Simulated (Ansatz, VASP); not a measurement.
# SiH2Cl2 (dichlorosilane) in two plane-wave programs, part 2 of 2

Aim: how closely do two programs agree when they are given the same cell, functional and k mesh? The cell is taken from a series of runs on this material, whose earlier steps may have relaxed, scaled, displaced or heated it; both programs get it as it stands.

VASP 6.6.1 and Ansatz 0.2.0.

So far. Step 4 (Comparison): The forces differ by 22 meV/Å r.m.s., where the r.m.s. force is 0.004 eV/Å in Ansatz and 0.024 eV/Å in VASP: the atoms lie near their places of rest in Ansatz, so a percentage would say little (all taken over all components). Step 7 (Differences): The forces differ by 22 meV/Å r.m.s., where the r.m.s. force is 0.004 eV/Å in Ansatz and 0.024 eV/Å in VASP: the atoms lie near their places of rest in Ansatz, so a percentage would say little (all taken over all components).

### Step 8. VASP: single point, r2SCAN with D4

Level of this step: r2SCAN with D4; plane waves and PAW (Si, Cl, H) (VASP).

A single point gives forces, pressure and levels at one fixed geometry, so differences don't come from the geometry; what else differs is listed under the comparison.

Input file INCAR:

```
SYSTEM = SiH2Cl2
PREC = Accurate
ENCUT = 440
EDIFF = 1E-06
NELM = 120
ISMEAR = -1
SIGMA = 0.01
LREAL = .FALSE.
ALGO = Normal
METAGGA = R2SCAN
IVDW = 13
VDW_S6 = 1
VDW_S8 = 0.6018749
VDW_A1 = 0.51559235
VDW_A2 = 5.77342911
LASPH = .TRUE.
NBANDS = 16
LORBIT = 11
LWAVE = .FALSE.
LCHARG = .FALSE.
ISIF = 2
GGA_COMPAT = .FALSE.
EFERMI = MIDGAP
LMIXTAU = .TRUE.
```

Input file POSCAR:

```
SiH2Cl2
1.0
   13.0000000000      0.0000000000      0.0000000000
    0.0000000000     13.3000000000      0.0000000000
    0.0000000000      0.0000000000     13.6000000000
Si Cl H
1 2 2
Direct
    0.4525700000      0.5002700000      0.5496100000
    0.4509900000      0.4993400000      0.3985400000
    0.6013900000      0.4996300000      0.6003600000
    0.4019200000      0.5938400000      0.5839700000
    0.4006500000      0.4077900000      0.5850600000
```

Input file KPOINTS:

```
Automatic mesh
0
Gamma
1 1 1
0 0 0
```

The projector-augmented-wave data sets are Si, Cl and H (PBE family, release 64).

Run with:

```console
> mpirun -np 8 vasp_gam
```

Numbers of over 12 decimals in the logs are rounded to 6 here.

What it wrote:

```text
[banner, memory and clock lines left out]
running    8 mpi-ranks, on    1 nodes
[...]
[... a notice as in an earlier step ...]

|                                                                             |
|               ----> ADVICE to this user running VASP <----                  |
|                                                                             |
|     You enforced a specific xc type in the INCAR file but a different       |
|     [... a line on the potential file left out ...]
|     I HOPE YOU KNOW WHAT YOU ARE DOING!                                     |
|                                                                             |

 LDA part: xc-table for (None), standard interpolation
 POSCAR, INCAR and KPOINTS ok, starting setup
[...]
entering main loop
       N       E                     dE             d eps       ncg     rms          rms(c)
DAV:   1     0.199772235017E+03    0.19977E+03   -0.36027E+03    32   0.588E+02
DAV:   2     0.513195880760E+02   -0.14845E+03   -0.13770E+03    48   0.111E+02
DAV:   3    -0.283718992206E+02   -0.79691E+02   -0.79497E+02    40   0.101E+02
DAV:   4    -0.360905118514E+02   -0.77186E+01   -0.76920E+01    48   0.447E+01
[...]
DAV:  41    -0.312545485456E+02   -0.11825E-05   -0.43853E-06    48   0.250E-02    0.150E-03
DAV:  42    -0.312545415056E+02    0.70400E-05   -0.46784E-06    32   0.275E-02    0.174E-03
DAV:  43    -0.312545412414E+02    0.26415E-06   -0.23044E-06    48   0.188E-02
   1 F= -.31281578E+02 E0= -.31281578E+02  d E =0.000000E+00
```

OUTCAR, selected parts (step 8):

```text
  Edisp (eV):   -0.02704

  Total      -0.85422    -0.60682    -0.97368    -0.00056    -0.00140    -0.14810
  in kB      -0.58203    -0.41346    -0.66343    -0.00038    -0.00095    -0.10091
  external pressure =       -0.55 kB  Pullay stress =        0.00 kB

 POSITION                                       TOTAL-FORCE (eV/Angst)
 -----------------------------------------------------------------------------------
      5.88341      6.65359      7.47470         0.088534     -0.002247     -0.073611
      5.86287      6.64122      5.42014         0.014497      0.002730      0.336903
      7.81807      6.64508      8.16490        -0.302219      0.001193     -0.121550
      5.22496      7.89807      7.94199         0.097784     -0.195060     -0.069701
      5.20845      5.42361      7.95682         0.101404      0.193385     -0.072042
 -----------------------------------------------------------------------------------
    total drift:                               -0.001668      0.001750      0.002543

  FREE ENERGIE OF THE ION-ELECTRON SYSTEM (eV)
  ---------------------------------------------------
  free  energy   TOTEN  =       -31.2815775241 eV

  energy  without entropy=      -31.2815775241  energy(sigma->0) =      -31.28157752

[... 1 part as in an earlier step ...]

[... 2 further parts left out ...]
[key lines of the parts left out:]
E-fermi :  -4.7445
```

### Step 9. Ansatz: single point, r2SCAN with D4

The same cell, functional, mesh and smearing now go to Ansatz, which takes its cutoff from its data sets.

The cell is taken from a series of runs on this material, whose earlier steps may have relaxed, scaled, displaced or heated it; both programs get it as it stands.

Input file input.yaml:

```yaml
crystal:
  lattice:
    - [13.0, 0.0, 0.0]
    - [0.0, 13.3, 0.0]
    - [0.0, 0.0, 13.6]
  atoms:
    - { symbol: Si, position: [0.45257, 0.50027, 0.54961] }
    - { symbol: Cl, position: [0.45099, 0.49934, 0.39854] }
    - { symbol: Cl, position: [0.60139, 0.49963, 0.60036] }
    - { symbol: H, position: [0.40192, 0.59384, 0.58397] }
    - { symbol: H, position: [0.40065, 0.40779, 0.58506] }
kpoints:
  mp_grid: { grid: [1, 1, 1] }
hamiltonian:
  xc: r2scan
  dispersion: d4
scf:
  occupations: { method: fermi_dirac, width: 0.01 }
output:
  forces: true
```

Run with:

```console
> ansatz run input.yaml --threads 4 --pin off --max-ram 8192MiB --backend cpu --events-out ev --progress --plain --runs-dir out
```

What it wrote:

```text
[...]
Crystal: 5 atoms, lattice volume = 2351.440 Å³
Basis set: ecut = 500 eV, 59635 PW (Γ), exchange–correlation on 384×400×400 points (64 copies of the dense FFT grid, shifted against one another)
Bands: 15, of which v1, the nominal top of the filled ones, is band 10 counted from 1 (9 counted from 0)
Symmetry: 1 space group operations
[...]
k-points: 1
[...]
Internal energy: -2841.526955 eV  (E = F + TS)
E sigma→0 (E₀):  -2841.526955 eV
Fermi energy:    -4.173481 eV
[...]
--- Forces (eV/Å), atoms counted from 1 ---
  atom   1  Si     0.05950594    -0.00171247    -0.05441048
  atom   2  Cl     0.01257644     0.00181286     0.27923732
  atom   3  Cl    -0.25025637     0.00079030    -0.09914559
  atom   4  H      0.08744337    -0.17623249    -0.06181280
  atom   5  H      0.09074116     0.17534030    -0.06385055
  max |Σ_I F_I| component: 1.79e-5 eV/Å
[key lines of the parts left out:]
SCF converged after 6 iterations
Free energy (F): -2841.526955 eV
```

### Step 10. Differences

What differs besides the data sets and the points named for the pairs above, as far as they apply: VASP keeps PBE cores, Ansatz makes them for the functional; the cutoff is 500 eV in Ansatz and 440 eV in VASP. Total energies have different zeros and are not compared.

Both answers:

| quantity | Ansatz | VASP | difference |
| --- | --- | --- | --- |
| gap on the k mesh (eV) | 7.278 | 7.303 | -0.024 |

Forces (eV/Å; atoms numbered as in POSCAR):

| atom | Ansatz x, y, z | VASP x, y, z |
| --- | --- | --- |
| Si1 | 0.060, -0.002, -0.054 | 0.089, -0.002, -0.074 |
| Cl2 | 0.013, 0.002, 0.279 | 0.014, 0.003, 0.337 |
| Cl3 | -0.250, 0.001, -0.099 | -0.302, 0.001, -0.122 |
| H4 | 0.087, -0.176, -0.062 | 0.098, -0.195, -0.070 |
| H5 | 0.091, 0.175, -0.064 | 0.101, 0.193, -0.072 |

The forces differ by 24 meV/Å r.m.s., which is 16.1 % of the r.m.s. force of 0.150 eV/Å (both taken over all components).

### Step 11. Outcome

- r.m.s. force difference (single point, PBE with D3(BJ), pair 1): 22 meV/Å
- r.m.s. force difference (single point, PBE with D3(BJ), pair 2): 22 meV/Å
- r.m.s. force difference (single point, r2SCAN with D4): 24 meV/Å

**Reading.** The r.m.s. force difference is 24 meV/Å (single point, r2SCAN with D4), beyond the 12 meV/Å picked in this series as the mark of a large difference. What causes the difference of the single point, PBE with D3(BJ), pair 1 pair stays open here. What causes the difference of the single point, PBE with D3(BJ), pair 2 pair stays open here. What causes the difference of the single point, r2SCAN with D4 pair stays open here. How closely two codes agree says nothing of how well the functional describes the real material.

[Lines on the potential files, build, host, timing and source positions are cut from VASP's logs without a mark.]

[Logs are printed without paths, hosts, clocks, repeated set-up lines and the standing remarks that a program may print on its own settings, such as how far it seeks lower states.]

[Hosts, paths, dates, database ids (printed as entryN), source tags and the programs' standing remarks are cut or masked in the printed files.]
